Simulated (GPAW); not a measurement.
Write an ASE script for GPAW 26.7.0 that does the following.

```yaml
Task: band structure
Functional: PBE
Potentials_or_basis: JTH PAW 2.0, PBE
Cutoff: 600 eV
Basis: pw
k_mesh: 11 × 11 × 11
Occupations: fermi-dirac, width 0.05 eV
Spin: no spin polarisation
Maxiter: 150
Band_path: GXWKGLUWLK,UX
Band_points: 60
Data_set: Ag jth
```

Ag:

```
CELL_PARAMETERS angstrom
0.00000 2.04275 2.04275
2.04275 0.00000 2.04275
2.04275 2.04275 0.00000
ATOMIC_POSITIONS crystal
Ag 0.00000 0.00000 0.00000
```

One way to write it, as run:

run.py

```python
from ase import Atoms
from ase.dft.bandgap import bandgap
from ase.io import write
from ase.units import GPa
from gpaw import GPAW, PW, setup_paths

setup_paths.insert(0, '.')

atoms = Atoms(['Ag'],
              cell=[[0.0, 2.04275, 2.04275],
                    [2.04275, 0.0, 2.04275],
                    [2.04275, 2.04275, 0.0]],
              scaled_positions=[[0.0, 0.0, 0.0]],
              pbc=True)

calc = GPAW(mode=PW(600),
            xc='PBE',
            kpts={'size': (11, 11, 11), 'gamma': True},
            occupations={'name': 'fermi-dirac', 'width': 0.05},
            setups={'Ag': 'jth'},
            nbands=-10,
            convergence={'density': 1e-05, 'energy': 1e-05},
            maxiter=150,
            txt='gpaw.txt')
atoms.calc = calc
energy = atoms.get_potential_energy()
forces = atoms.get_forces()
stress = atoms.get_stress()
calc.write('gs.gpw')
write('result.traj', atoms)
print(f'Energy: {energy:.6f} eV')
print('Forces (eV/A):')
print(forces.round(4))
print('Stress (GPa):', (stress / GPa).round(3))
print('Fermi level:', round(calc.get_fermi_level(), 4), 'eV')
print(f'Gap: {bandgap(calc)[0]:.4f} eV, direct: {bandgap(calc, direct=True)[0]:.4f} eV')

path = atoms.cell.bandpath('GXWKGLUWLK,UX', npoints=60, eps=1e-4)
bs_calc = calc.fixed_density(kpts=path, symmetry='off', nbands=-17,
                             convergence={'bands': 'CBM+6.0', 'eigenstates': 1e-6}, txt='bands.txt')
bs = bs_calc.band_structure()
bs.write('bs.json')
print(f'Gap on the path: {bandgap(bs_calc)[0]:.4f} eV')
```

Potentials or basis: JTH PAW 2.0, PBE, pw.

The run is started by

```bash
$ OMP_NUM_THREADS=1 python run.py
```

Results of the run:

* Pressure: 4.4 GPa
* Band gap along the path: none (metal or under the smearing width)

Caveat: the program truncates these outside data sets.

It took 10 s on 1 thread of AMD EPYC 9R14 (Zen 4), with other jobs on the host, peak memory 0.17 GiB.
